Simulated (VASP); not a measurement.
# Cl: relaxation of cell and atoms with PBE+D3(BJ)

The system is Cl.

```
CELL_PARAMETERS angstrom
2.93275 -2.09685 0.00000
2.93275 2.09685 0.00000
0.00000 0.00000 7.94550
ATOMIC_POSITIONS crystal
Cl 0.87000 0.13000 0.10000
Cl 0.63000 0.37000 0.60000
Cl 0.13000 0.87000 0.90000
Cl 0.37000 0.63000 0.40000
```

The cell was built by a generator and needn't be a form met in nature.

| Item | Value |
| --- | --- |
| Program | VASP 6.6.1 |
| Task | relaxation of cell and atoms |
| Functional | PBE |
| Dispersion | D3(BJ) |
| Potentials or basis | VASP PAW PBE potentials, release 64 (Cl) |
| Cutoff | 600 eV |
| k mesh | 8 × 8 × 4 |
| Occupations | gaussian, width 0.03 eV |
| Spin | no spin polarisation |
| Further INCAR settings | ALGO = Normal; EDIFF = 1e-06; IBRION = 2; EDIFFG = -0.01; NSW = 90; ISIF = 3 |

* Relaxed volume: 27.07 Å³/atom
* Relaxed cell: a = 3.852 Å, b = 3.852 Å, c = 8.119 Å, α = 90.00°, β = 90.00°, γ = 63.98°
* Space group after relaxing (to 0.05 Å): Cmce (No. 64)
* Energy gained by relaxing: 50.5 meV/atom
* Ionic steps: 37
* Pressure after relaxing: 0.0 GPa
* Largest force after relaxing: 0.008 eV/Å
* Band gap on the k mesh: 2.31 eV, direct
* Dispersion energy per atom: -0.164 eV

Forces on the atoms (eV/Å):
```
Cl   0.000 -0.008  0.000
Cl   0.000  0.008  0.000
Cl   0.000  0.008  0.000
Cl   0.000 -0.008  0.000
```

Step by step:
| step | energy change (eV) | largest force (eV/Å) | pressure (GPa) | volume (Å³) |
| --- | --- | --- | --- | --- |
| 1 | 0.0000 | 1.6374 | 4.64 | 97.72 |
| 2 | 0.2346 | 1.7266 | -4.26 | 108.02 |
| 3 | -0.1396 | 0.1662 | 0.35 | 101.17 |
| 4 | -0.1401 | 0.1290 | 0.52 | 101.00 |
| 5 | -0.1401 | 0.1209 | 0.58 | 100.93 |
| 6 | -0.1554 | 0.1029 | 0.45 | 102.26 |
| 7 | -0.1851 | 0.0629 | 0.13 | 106.26 |
| 8 | -0.1920 | 0.0686 | -0.16 | 114.29 |
| 9 | -0.1956 | 0.0566 | -0.10 | 111.62 |
| 10 | -0.1957 | 0.0564 | -0.08 | 111.05 |
| 11 | -0.1969 | 0.0603 | -0.29 | 110.82 |
| 12 | -0.1969 | 0.0723 | -0.32 | 110.79 |
| 13 | -0.1973 | 0.0673 | -0.29 | 110.63 |
| 14 | -0.1985 | 0.0544 | -0.23 | 110.14 |
| 15 | -0.1998 | 0.0310 | -0.08 | 109.17 |
| 16 | -0.1983 | 0.0344 | 0.26 | 107.22 |
| 17 | -0.2000 | 0.0236 | 0.01 | 108.71 |
| 18 | -0.2002 | 0.0161 | 0.01 | 108.72 |
| 19 | -0.2004 | 0.0122 | 0.05 | 108.73 |
| 20 | -0.2007 | 0.0534 | 0.13 | 108.77 |
| 21 | -0.2008 | 0.0498 | 0.12 | 108.79 |
| 22 | -0.2009 | 0.0400 | 0.09 | 108.84 |
| 23 | -0.2012 | 0.0205 | 0.03 | 108.96 |
| 24 | -0.2014 | 0.0245 | -0.10 | 109.19 |
| 25 | -0.2014 | 0.0164 | -0.06 | 109.14 |
| 26 | -0.2014 | 0.0150 | -0.06 | 109.14 |
| 27 | -0.2015 | 0.0155 | -0.05 | 109.12 |
| 28 | -0.2015 | 0.0297 | -0.01 | 109.08 |
| 29 | -0.2016 | 0.0233 | -0.03 | 109.05 |
| 30 | -0.2017 | 0.0231 | -0.08 | 108.99 |
| 31 | -0.2018 | 0.0209 | -0.04 | 108.87 |
| 32 | -0.2019 | 0.0335 | 0.04 | 108.59 |
| 33 | -0.2020 | 0.0189 | 0.00 | 108.49 |
| 34 | -0.2020 | 0.0162 | -0.02 | 108.41 |
| 35 | -0.2021 | 0.0118 | 0.01 | 108.31 |
| 36 | -0.2021 | 0.0138 | 0.04 | 108.24 |
| 37 | -0.2022 | 0.0076 | 0.01 | 108.26 |

Final structure:
```yaml
crystal:
  lattice:
    - [3.26694, -2.04080, 0.00000]
    - [3.26694, 2.04080, 0.00000]
    - [0.00000, 0.00000, 8.11887]
  atoms:
    - { symbol: Cl, position: [0.87630, 0.12370, 0.10769] }
    - { symbol: Cl, position: [0.62370, 0.37630, 0.60769] }
    - { symbol: Cl, position: [0.12370, 0.87630, 0.89231] }
    - { symbol: Cl, position: [0.37630, 0.62370, 0.39231] }
```

Levels at points of the mesh, in eV from the valence-band top:
```csv
k point,band 10,band 11,band 12,band 13,band 14,band 15,band 16,band 17,band 18
"(0.00, 0.00, 0.00)",-2.23,-0.95,-0.38,-0.18,0.00,2.31,3.17,6.85,7.20
"(0.50, 0.00, 0.00)",-2.63,-0.85,-0.85,-0.32,-0.32,3.00,3.00,8.02,8.02
"(0.50, 0.50, 0.00)",-2.69,-1.42,-1.13,-0.42,-0.16,2.38,2.98,8.41,8.45
"(0.00, 0.00, 0.50)",-2.31,-0.81,-0.81,-0.08,-0.08,2.67,2.67,7.31,7.31
"(0.50, 0.00, 0.50)",-2.68,-0.60,-0.60,-0.08,-0.08,2.71,2.71,8.31,8.31
"(0.50, 0.50, 0.50)",-2.67,-0.90,-0.90,-0.75,-0.75,2.62,2.62,9.03,9.03
```

It took 24 min on 1 thread of Intel(R) Xeon(R) Platinum 8375C CPU @ 2.90GHz (Ice Lake) (shared host), peak memory 0.29 GiB.

A k mesh can miss the band edges.
